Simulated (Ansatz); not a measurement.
## SnO2 (Cassiterite) under changes of volume

One of the cells (11.922 Å³/atom); the others are scaled copies at fixed shape and fractional positions:

```
CELL_PARAMETERS angstrom
4.73800 0.00000 0.00000
0.00000 4.73800 0.00000
0.00000 0.00000 3.18650
ATOMIC_POSITIONS crystal
Sn 0.50000 0.50000 0.50000
Sn 0.00000 0.00000 0.00000
O 0.80710 0.19290 0.50000
O 0.69290 0.69290 0.00000
O 0.19290 0.80710 0.50000
O 0.30710 0.30710 0.00000
```

```yaml
Program: Ansatz 0.2.0
Functional: PBE
Potentials_or_basis: Ansatz PAW
Cutoff: "420 eV (not typed: the program's choice for these potentials)"
k_mesh: 6 × 6 × 8
Occupations: fermi-dirac, width 0.05 eV
Spin: no spin polarisation
```

```tsv
volume (Å³/atom)	energy over the lowest point (meV/atom)	pressure (GPa)	gap on the mesh (eV)	largest force (eV/Å)
11.207	105.93	27.7	2.03	0.557
11.445	69.39	21.5	1.77	0.456
11.684	?	?	?	?
11.922	21.36	11.1	1.28	0.275
12.161	8.25	6.7	1.05	0.194
12.399	1.34	2.7	0.84	0.119
12.637	0.00	-0.8	0.63	0.049
```

Task: What does the run at 11.684 Å³/atom give?

Result: Energy over the lowest point 41.47 meV/atom; pressure 16.0 GPa; gap on the mesh 1.52 eV; largest force 0.362 eV/Å.

Worked out: A Birch-Murnaghan fit of order 3 (a polynomial in V^(-2/3)) to the other rows has its minimum at 12.58 Å³/atom with B0 = V·E''(V) = 181 GPa and B' = 4.9 at fixed shape and positions, which overstates the stiffness. It gives 41.43 meV/atom at 11.684 Å³/atom, against the run's 41.47, and -dE/dV = 16.0 GPa, against 16.0. A straight line through the other rows of the gap, of slope -11.7 eV per unit of ln V (its deformation potential), gives 1.53 eV, against the run's 1.52.

Energies are extrapolated to zero smearing.

Caveats: spin-orbit coupling is left out, which moves the levels of the heavy elements.
